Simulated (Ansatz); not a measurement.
Structure: AgI built on the zincblende prototype, at its r2SCAN minimum. It is cubic, F-43m (No. 216); conventional cell a = 6.577 Å, 35.57 Å³ an atom. Ag is surrounded by 4 I at 2.85 Å; I is surrounded by 4 Ag at 2.85 Å.

```cif
data_structure
_symmetry_space_group_name_H-M 'P 1'
_symmetry_Int_Tables_number 1
_cell_length_a 4.6507
_cell_length_b 4.6507
_cell_length_c 4.6507
_cell_angle_alpha 60.000
_cell_angle_beta 60.000
_cell_angle_gamma 60.000
_cell_volume 71.13
loop_
_atom_site_label
_atom_site_type_symbol
_atom_site_fract_x
_atom_site_fract_y
_atom_site_fract_z
_atom_site_occupancy
Ag1 Ag 0.00000 0.00000 0.00000 1
I1 I 0.25000 0.25000 0.25000 1
```

3 runs of the PAW code Ansatz on this cell differ in the functional (and in the settings that go with it). Levels are in eV from each run's valence top; v1 is the last filled band, c1 the first empty one.

Run A, mean stress +0.6 GPa (compression positive):

| point | v4 | v3 | v2 | v1 | c1 | c2 |
| --- | --- | --- | --- | --- | --- | --- |
| Γ | -3.60 | 0.00 | 0.00 | 0.00 | 2.51 | 7.01 |
| X | -3.47 | -2.83 | -1.79 | -1.79 | 4.70 | 5.03 |
| U | -3.38 | -3.23 | -2.07 | -1.43 | 5.10 | 6.17 |

Run B, mean stress 0.0 GPa (compression positive):

| point | v4 | v3 | v2 | v1 | c1 | c2 |
| --- | --- | --- | --- | --- | --- | --- |
| Γ | -2.96 | 0.00 | 0.00 | 0.00 | 1.82 | 6.36 |
| X | -2.84 | -2.47 | -1.69 | -1.69 | 4.01 | 4.26 |
| U | -2.91 | -2.70 | -1.90 | -1.35 | 4.37 | 5.37 |

Run C, mean stress +0.6 GPa (compression positive):

| point | v4 | v3 | v2 | v1 | c1 | c2 |
| --- | --- | --- | --- | --- | --- | --- |
| Γ | -3.65 | 0.00 | 0.00 | 0.00 | 3.18 | 7.72 |
| X | -3.53 | -2.88 | -1.82 | -1.82 | 5.39 | 5.75 |
| U | -3.43 | -3.28 | -2.12 | -1.45 | 5.81 | 6.89 |

Q: Match the runs to r2SCAN, HSE06, PBE0.

A: A is HSE06, B is r2SCAN, C is PBE0. In order of the gap: r2SCAN 1.82, HSE06 2.51, PBE0 3.18 eV. The stress vanishes for r2SCAN, which relaxed the cell.

The values are computed, spin-unpolarised, and not measurements.

No spin-orbit coupling is included; it can move band edges with weight on the heavy atoms by tenths of an eV.

The program warns that its thresholds are loose for a hybrid's stress.

The meshes of the hybrids are coarse, so their gaps aren't converged to the digits shown.
